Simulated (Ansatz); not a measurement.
Crystal: CuO.

```
CELL_PARAMETERS angstrom
4.16094 0.00000 0.00000
0.00000 4.16094 0.00000
0.00000 0.00000 3.88764
ATOMIC_POSITIONS crystal
Cu 0.50000 0.00000 0.50000
Cu 0.00000 0.50000 0.50000
Cu 0.00000 0.00000 0.00000
O 0.00000 0.00000 0.50000
O 0.50000 0.00000 0.00000
O 0.00000 0.50000 0.00000
```

Measurements of this composition are mostly on another form, of space group No. 15.

Base run:

```yaml
Program: Ansatz 0.2.0
Functional: r2SCAN
Potentials_or_basis: Ansatz PAW
Cutoff: 500 eV
Density_cutoff: 2000 eV
k_mesh: 7 × 7 × 7
Occupations: fermi-dirac, width 0.05 eV
Spin: no spin polarisation
```

Its results: band gap on the k mesh none (metal or under the smearing width); pressure -4.8 GPa.

**Question.** After a change of settings the same cell gave: band gap on the k mesh none (metal or under the smearing width); pressure -5.5 GPa. Which change was it?
A. functional from r2SCAN to BLYP; cutoff from 500 eV to 420 eV; density cutoff from 2000 eV to 1680 eV
B. functional from r2SCAN to LDA; cutoff from 500 eV to 420 eV; density cutoff from 2000 eV to 1680 eV
C. functional from r2SCAN to PBEsol; cutoff from 500 eV to 420 eV; density cutoff from 2000 eV to 1680 eV
D. functional from r2SCAN to PBEsol; cutoff from 500 eV to 420 eV; density cutoff from 2000 eV to 1680 eV; hubbard terms from none to Cu d U = 4.5 eV; hubbard projectors from none to ortho-atomic (the default)

**Answer.** C.

Caveats: an odd number of electrons without spin polarisation forces a metal; a magnetic or distorted state may lie lower; the run has no spin polarisation, though such a crystal can be magnetic; semilocal functionals often make such compounds metallic where correlation or magnetic order opens a gap, which also shifts bond lengths; the PAW data sets come from PBE, with cores solved anew for the run's functional, which leaves a small shift of forces and pressure.

Not every run made on this cell is shown here.
